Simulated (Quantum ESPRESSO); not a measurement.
Runs of Quantum ESPRESSO 7.5 on BP. Symmetry: F-43m, No. 216, cubic system. The conventional cell has a = 4.538 Å, b = 4.538 Å, c = 4.538 Å, α = 90.00°, β = 90.00°, γ = 90.00°. Around P (site symmetry -43m) lie 4 B at 1.97 Å. Around B (site symmetry -43m) lie 4 P at 1.97 Å. 

| level | ASE optimiser | dispersion computed by | rVV10 parameter b | gap on the mesh (eV) | pressure (GPa) | relaxed volume (Å³/atom) |
| --- | --- | --- | --- | --- | --- | --- |
| revPBE+D4 | LBFGS | dftd4 4.3.1 through ASE | - | 1.22 | 0.0 | 11.05 |
| revPBE+rVV10 | FIRE | - | 6.3 | 1.22 | 0.2 | - |
| revPBE | BFGS | - | - | (a) | 0.0 | (b) |
| revPBE+D3(BJ) | FIRE | - | - | 1.24 | -0.1 | 11.21 |
| revPBE+D3 | FIRE | - | - | 1.28 | -0.2 | 11.56 |

Alike in all rows: task relaxation of cell and atoms; potentials or basis PseudoDojo 0.4.1 SR PBE standard; no spin polarisation; cell relaxed; k mesh 10 × 10 × 10; cutoff (eV) 1034; smearing fermi-dirac 0.05 eV.

Problem. Fill in the values left out.

Solution. (a) 1.31; (b) 11.80.

Caveats: the potentials were made for another functional, which shifts forces and pressure; rVV10's parameter b was fitted to another functional (some runs); the relaxation stopped at its first step, so nothing moved (some runs).

A k mesh can miss the band edges.
